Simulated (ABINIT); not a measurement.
# A GW run on CdS (Greenockite) in ABINIT, with inputs changed

What do changed inputs do to GW on CdS (Greenockite)?

Program: ABINIT 10.8.3. Level of theory: PBE and many-body steps on it, plane waves. Results are calculated unless marked as measured.

The database entry behind the starting cell differs from later determinations by our own check (about 0.35 % long), so it need not match the best structure at ambient conditions.

## Step 1: The starting structure

It takes space group P6_3mc (No. 186, hexagonal). The conventional cell has a = 4.150 Å, b = 4.150 Å, c = 6.737 Å, α = 90.00°, β = 90.00°, γ = 120.00°. Nearest to Cd lie 4 S at 2.53 to 2.54 Å. S has 4 Cd at 2.53 to 2.54 Å nearest. Farther neighbours and most contacts between anions are not listed.

The cell and positions come from the Crystallography Open Database and are kept as given unless a step says otherwise.

## Step 2: Screening, 3×3×2 mesh, 165 bands, screening to 152.4 eV

This step: ABINIT 10.8.3; RPA screening on PBE, plane waves, norm-conserving pseudopotentials.

The RPA dielectric matrix is built and inverted for each q.

Contents of run.abi:

```
acell 3*1.0 Angstrom
rprim 
  4.149999999997 0.000000000001 0.000000000000
  -2.074999999999 3.594005425702 0.000000000000
  0.000000000000 0.000000000000 6.737000000000
ntypat 2
znucl 48 16
natom 4
typat 1 1 2 2
xred 
  0.333333333333 0.666666666667 0.000000000000
  0.666666666667 0.333333333333 0.500000000000
  0.333333333333 0.666666666667 0.375000000000
  0.666666666667 0.333333333333 0.875000000000
pp_dirpath "pseudos"
pseudos "Cd.upf, S.upf"
ecut 47
ngkpt 3 3 2
nshiftk 1
shiftk 0 0 0
kptopt 1
chksymbreak 0
istwfk *1
occopt 1
irdwfk 1
optdriver 3
nband 165
ecuteps 5.6
inclvkb 2
awtr 1
symchi 1
indata_prefix "in"
outdata_prefix "out"
tmpdata_prefix "tmp"
```

Command:

```console
OMP_NUM_THREADS=1 mpirun -n 4 abinit run.abi > log
```

The program printed:

```text
.Version 10.8.3 of ABINIT. v10.8.2 released Aug 2026.

 Symmetries : space group P6_3 m c (#186); Bravais hP (primitive hexag.)
[... echo of the input left out ...]
== DATASET  1 ==================================================================
-   mpi_nproc: 4, omp_nthreads: 1 (-1 if OMP is not activated)

--- !DatasetInfo
iteration_state: {dtset: 1, }
dimensions: {natom: 4, nkpt: 6, mband: 165, nsppol: 1, nspinor: 1, nspden: 1, mpw: 10458, }
cutoff_energies: {ecut:  47.0, pawecutdg:  -1.0, }
electrons: {nelect:   5.20000000E+01, charge:   0.00000000E+00, occopt:   1.00000000E+00, tsmear:   1.00000000E-02, }

 SCREENING: Calculation of the susceptibility and dielectric matrices

 Based on a program developped by R.W. Godby, V. Olevano, G. Onida, and L. Reining.
 Incorporated in ABINIT by V. Olevano, G.-M. Rignanese, and M. Torrent.
.Using double precision arithmetic ; gwpc =  8

[... cell and pseudopotentials left out ...]
--------------------------------------------------------------------------------

 ==== K-mesh for the wavefunctions ====
 Number of points in the irreducible wedge :     6
[... list of points left out ...]
 Together with 12 symmetry operations and time-reversal symmetry
 yields    18 points in the full Brillouin Zone.

 ==== Q-mesh for the screening function ====
 Number of points in the irreducible wedge :     6
[... list of points left out ...]
 Together with 12 symmetry operations and time-reversal symmetry
 yields    18 points in the full Brillouin Zone.

 setmesh: FFT mesh size selected  =    30x   30x   54
          total number of points  =        48600

 vcoul_init : cutoff-mode = AUXILIARY_FUNCTION
 q-points for optical limit:   1
     1)      0.000010    0.000020    0.000030

- screening: taking advantage of time-reversal symmetry
- Maximum band index for partially occupied states nbvw = 26
- Remaining bands to be divided among processors   nbcw = 139
- Number of bands treated by each node ~34

 Number of electrons calculated from density =   52.0000; Expected =   52.0000
 average of density, n =  0.076686
 r_s =    1.4602
 omega_plasma =   26.7124 [eV]

 calculating chi0 at frequencies [eV] :
  1    0.000000E+00    0.000000E+00
  2    0.000000E+00    2.671236E+01

--------------------------------------------------------------------------------
  q-point number  1        q = ( 0.000000, 0.000000, 0.000000) [r.l.u.]
--------------------------------------------------------------------------------
[... chi0 elements left out ...]
 For q-point:  0.000010 0.000020 0.000030
  dielectric constant =  13.4738
  dielectric constant without local fields =  14.2708

  Average fulfillment of the sum rule on Im[epsilon] for q-point    1 :     59.70  [%]
[... wings left out ...]
  q-point number  2        q = ( 0.333333, 0.000000, 0.000000) [r.l.u.]
--------------------------------------------------------------------------------
[... chi0 elements left out ...]
  Average fulfillment of the sum rule on Im[epsilon] for q-point    2 :     64.44  [%]

 [... 4 further q-points ...]
```

Run time: 2.2 min. Hardware: 4 MPI ranks of Intel Xeon 6975P-C (Granite Rapids), shared host; peak memory 1.8 GiB; 9 min of CPU time.

This step gave:

| Item | Value |
| --- | --- |
| ε∞ with local fields, on this mesh, along the program's q direction | 13.47 |
| the same without local fields | 14.27 |
| plasma frequency | 26.71 eV |
| plane waves in the screening matrix | 403 |

Local fields lower ε∞ by 6 %. On a Γ-centred mesh this coarse the value itself is usually too large, while a short band sum pulls it down.

## Step 3: Base

The self-energy is evaluated for the states that the input lists, and the levels follow from it, in one-shot runs by the linearised quasiparticle equation.

This step: G0W0 on PBE, plane waves, norm-conserving pseudopotentials.

Changes to run.abi since step 2:

```diff
@@ -25,8 +25,15 @@
 irdwfk 1
-optdriver 3
+optdriver 4
 nband 165
+gwcalctyp 0
+ecutsigx 47
+symsigma 1
+nkptgw 1
+kptgw 
+  0.0000000000 0.0000000000 0.0000000000
+bdgw 
+  25 28
 ecuteps 5.6
-inclvkb 2
-awtr 1
-symchi 1
+irdscr 1
+ppmodel 1
 indata_prefix "in"
```

The program printed:

```text
.Version 10.8.3 of ABINIT. v10.8.2 released Aug 2026.

 Symmetries : space group P6_3 m c (#186); Bravais hP (primitive hexag.)
[... echo of the input left out ...]
== DATASET  1 ==================================================================
-   mpi_nproc: 4, omp_nthreads: 1 (-1 if OMP is not activated)

--- !DatasetInfo
iteration_state: {dtset: 1, }
dimensions: {natom: 4, nkpt: 6, mband: 165, nsppol: 1, nspinor: 1, nspden: 1, mpw: 10458, }
cutoff_energies: {ecut:  47.0, pawecutdg:  -1.0, }
electrons: {nelect:   5.20000000E+01, charge:   0.00000000E+00, occopt:   1.00000000E+00, tsmear:   1.00000000E-02, }

 SIGMA: Calculation of the GW corrections

 Based on a program developped by R.W. Godby, V. Olevano, G. Onida, and L. Reining.
 Incorporated in ABINIT by V. Olevano, G.-M. Rignanese, and M. Torrent.
.Using double precision arithmetic ; gwpc =  8

[... cell and pseudopotentials left out ...]
--------------------------------------------------------------------------------

 ==== K-mesh for the wavefunctions ====
 Number of points in the irreducible wedge :     6
[... list of points left out ...]
 Together with 12 symmetry operations and time-reversal symmetry
 yields    18 points in the full Brillouin Zone.

 ==== Q-mesh for screening function ====
 Number of points in the irreducible wedge :     6
[... list of points left out ...]
 Together with 12 symmetry operations and time-reversal symmetry
 yields    18 points in the full Brillouin Zone.

 vcoul_init : cutoff-mode = AUXILIARY_FUNCTION
 q-points for optical limit:   1
     1)      0.000010    0.000020    0.000030
 setmesh: FFT mesh size selected  =    45x   45x   80
          total number of points  =       162000

 Number of electrons calculated from density =   52.0000; Expected =   52.0000
 average of density, n =  0.076686
 r_s =    1.4602
 omega_plasma =   26.7124 [eV]

 === KS Band Gaps ===
  >>>> For spin  1
   Minimum direct gap =   1.1956 [eV], located at k-point      :   0.0000  0.0000  0.0000
   Fundamental gap    =   1.1956 [eV], Top of valence bands at :   0.0000  0.0000  0.0000
                                       Bottom of conduction at :   0.0000  0.0000  0.0000
 SIGMA fundamental parameters:
 PLASMON POLE MODEL  1
 number of plane-waves for SigmaX                10383
 number of plane-waves for SigmaC and W            403
 number of plane-waves for wavefunctions         10383
 number of bands                                   165
 number of independent spin polarizations            1
 number of spinorial components                      1
 number of k-points in IBZ                           6
 number of q-points in IBZ                           6
 number of symmetry operations                      12
 number of k-points in BZ                           18
 number of q-points in BZ                           18
 number of frequencies for dSigma/dE                 9
 frequency step for dSigma/dE [eV]                0.25
 number of omega for Sigma on real axis              0
 max omega for Sigma on real axis  [eV]           0.00
 zcut for avoiding poles [eV]                     0.10

 EPSILON^-1 parameters (SCR file):
 dimension of the eps^-1 matrix on file            403
 dimension of the eps^-1 matrix used               403
 number of plane-waves for wavefunctions         10383
 number of bands                                   165
 number of q-points in IBZ                           6
 number of frequencies                               2
 number of real frequencies                          1
 number of imag frequencies                          1

 matrix elements of self-energy operator (all in [eV])

 Perturbative Calculation

--- !SelfEnergy_ee
iteration_state: {dtset: 1, }
kpoint     : [   0.000,    0.000,    0.000, ]
spin       : 1
KS_gap     :    1.196
QP_gap     :    2.035
Delta_QP_KS:    0.840
data: !SigmaeeData |
     Band     E0 <VxcDFT>   SigX SigC(E0)      Z dSigC/dE  Sig(E)    E-E0       E
       25   4.218 -15.295 -18.267   2.344   0.779  -0.284 -15.784  -0.489   3.729
       26   4.218 -15.295 -18.267   2.344   0.779  -0.284 -15.784  -0.489   3.729
       27   5.414 -10.655  -6.560  -3.663   0.813  -0.230 -10.304   0.351   5.765
       28   7.010 -11.001  -6.530  -3.889   0.814  -0.228 -10.527   0.475   7.485

== END DATASET(S) ==============================================================
================================================================================

 -outvars: echo values of variables after computation  --------
           etotal      0.0000000000E+00
            nband         165
             nkpt           6
          spgroup         186
 [... the other variables as echoed above ...]

 Calculation completed.
```

Elapsed: 13 s, on 4 MPI ranks; peak memory 1.5 GiB.

Numbers from this step:

| Quantity | Value |
| --- | --- |
| G0W0 gap on the points computed | 2.036 eV |
| starting gap on the mesh | 1.196 eV |
| k of the valence top | 0, 0, 0 |
| k of the conduction bottom | 0, 0, 0 |
| Z at the valence top | 0.779 |
| Z at the conduction bottom | 0.813 |
| least direct G0W0 gap on the computed points | 2.036 eV |

The gap on the mesh goes from 1.20 eV to 2.04 eV, a correction of +0.84 eV.

## Step 4: Coulomb singularity

Changes to run.abi since step 3:

```diff
@@ -38,2 +38,3 @@
 ppmodel 1
+gw_icutcoul 7
 indata_prefix "in"
```

The program printed:

```text
.Version 10.8.3 of ABINIT. v10.8.2 released Aug 2026.

 Symmetries : space group P6_3 m c (#186); Bravais hP (primitive hexag.)
[... echo of the input left out ...]
== DATASET  1 ==================================================================
-   mpi_nproc: 4, omp_nthreads: 1 (-1 if OMP is not activated)

--- !DatasetInfo
iteration_state: {dtset: 1, }
dimensions: {natom: 4, nkpt: 6, mband: 165, nsppol: 1, nspinor: 1, nspden: 1, mpw: 10458, }
cutoff_energies: {ecut:  47.0, pawecutdg:  -1.0, }
electrons: {nelect:   5.20000000E+01, charge:   0.00000000E+00, occopt:   1.00000000E+00, tsmear:   1.00000000E-02, }

 SIGMA: Calculation of the GW corrections

 Based on a program developped by R.W. Godby, V. Olevano, G. Onida, and L. Reining.
 Incorporated in ABINIT by V. Olevano, G.-M. Rignanese, and M. Torrent.
.Using double precision arithmetic ; gwpc =  8

[... cell and pseudopotentials left out ...]
--------------------------------------------------------------------------------

 ==== K-mesh for the wavefunctions ====
 Number of points in the irreducible wedge :     6
[... list of points left out ...]
 Together with 12 symmetry operations and time-reversal symmetry
 yields    18 points in the full Brillouin Zone.

 ==== Q-mesh for screening function ====
 Number of points in the irreducible wedge :     6
[... list of points left out ...]
 Together with 12 symmetry operations and time-reversal symmetry
 yields    18 points in the full Brillouin Zone.

 vcoul_init : cutoff-mode = AUX_GB
 q-points for optical limit:   1
     1)      0.000010    0.000020    0.000030
 setmesh: FFT mesh size selected  =    45x   45x   80
          total number of points  =       162000

 Number of electrons calculated from density =   52.0000; Expected =   52.0000
[...]
number of k-points in IBZ                           6
 number of q-points in IBZ                           6
 number of symmetry operations                      12
 number of k-points in BZ                           18
 number of q-points in BZ                           18
 number of frequencies for dSigma/dE                 9
 frequency step for dSigma/dE [eV]                0.25
 number of omega for Sigma on real axis              0
 max omega for Sigma on real axis  [eV]           0.00
 zcut for avoiding poles [eV]                     0.10

 EPSILON^-1 parameters (SCR file):
 dimension of the eps^-1 matrix on file            403
 dimension of the eps^-1 matrix used               403
 number of plane-waves for wavefunctions         10383
 number of bands                                   165
 number of q-points in IBZ                           6
 number of frequencies                               2
 number of real frequencies                          1
 number of imag frequencies                          1

 matrix elements of self-energy operator (all in [eV])

 Perturbative Calculation

--- !SelfEnergy_ee
iteration_state: {dtset: 1, }
kpoint     : [   0.000,    0.000,    0.000, ]
spin       : 1
KS_gap     :    1.196
QP_gap     :    2.041
Delta_QP_KS:    0.845
data: !SigmaeeData |
     Band     E0 <VxcDFT>   SigX SigC(E0)      Z dSigC/dE  Sig(E)    E-E0       E
       25   4.218 -15.295 -18.498   2.451   0.775  -0.290 -15.878  -0.583   3.636
       26   4.218 -15.295 -18.498   2.451   0.775  -0.290 -15.878  -0.583   3.636
       27   5.414 -10.655  -6.560  -3.770   0.809  -0.236 -10.392   0.263   5.677
       28   7.010 -11.001  -6.530  -3.995   0.810  -0.234 -10.616   0.386   7.396

== END DATASET(S) ==============================================================
================================================================================

 -outvars: echo values of variables after computation  --------
           etotal      0.0000000000E+00
            nband         165
             nkpt           6
          spgroup         186
 [... the other variables as echoed above ...]

 Calculation completed.
```

Run time: 11 s. Hardware: 4 MPI ranks; peak memory 1.4 GiB; 43 s of CPU time.

This step gave:

```yaml
g0w0_gap_on_the_points_computed: 2.041 eV
starting_gap_on_the_mesh: 1.196 eV
k_of_the_valence_top: 0, 0, 0
k_of_the_conduction_bottom: 0, 0, 0
z_at_the_valence_top: 0.775
z_at_the_conduction_bottom: 0.809
least_direct_g0w0_gap_on_the_computed_points: 2.041 eV
```

Against G0W0 in ABINIT (3×3×2 mesh, 165 bands, screening to 152.4 eV, Godby-Needs plasmon pole), the gap moves by +0.005 eV.

## Step 5: The runs together

Times are wall times on 4 MPI ranks of Intel Xeon 6975P-C (Granite Rapids), shared host, good to a factor of about two. A run's time includes the screening step that it read.

```
                run   mesh  bands  screening cutoff (eV)  DFT gap (eV)  gap on the mesh (eV)  direct (eV)  ε∞ used     time
               base  3×3×2    165                  152.4         1.196                 2.036        2.036    13.47  2.5 min
Coulomb singularity  3×3×2    165                  152.4         1.196                 2.041        2.041    13.47  2.4 min
```

## Step 6: What came out

| Property | Result |
| --- | --- |
| base | 2.036 eV |
| Coulomb singularity | 2.041 eV |
| known limits | not at the basis limit; no spin-orbit coupling; coarse k mesh |

Coulomb singularity: +0.005 eV against base (keys changed: gw_icutcoul). Bands and cutoff are finite, so the gap is not at the basis limit. The miss can reach some tenths of an eV and take either sign; the mesh is an error of its own. In the G0W0 runs levels were corrected at 1 k point alone, so a gap called «on the mesh» is the least over those, and an edge elsewhere would be missed. The 3×3×2 mesh is coarse for this cell, which bears on the long-range parts of exchange and screening. The many-body steps are scalar-relativistic: spin-orbit coupling is not in them.

[Paths, hosts, dates, memory and timing lines, banners, echoed tables and standing remarks are left out of the program output.]

[Logs are printed without paths, hosts, clocks, repeated set-up lines and the standing remarks that a program may print on its own settings, such as how far it seeks lower states.]

[Runs of the session that timed out or met a known fault of the program may be left out.]

[Hosts, paths, dates, database ids (printed as entryN), source tags and the programs' standing remarks are cut or masked in the printed files.]

[G0W0 gaps are taken among the corrected bands and points alone; a level outside them can change the order at an edge.]

[Where Ansatz stands beside ABINIT at settings called matched, ABINIT's density can come from a denser mesh and the files from another edition; pairs whose starting gaps differed by over 0.03 eV were left out, so agreement reads better than it is.]
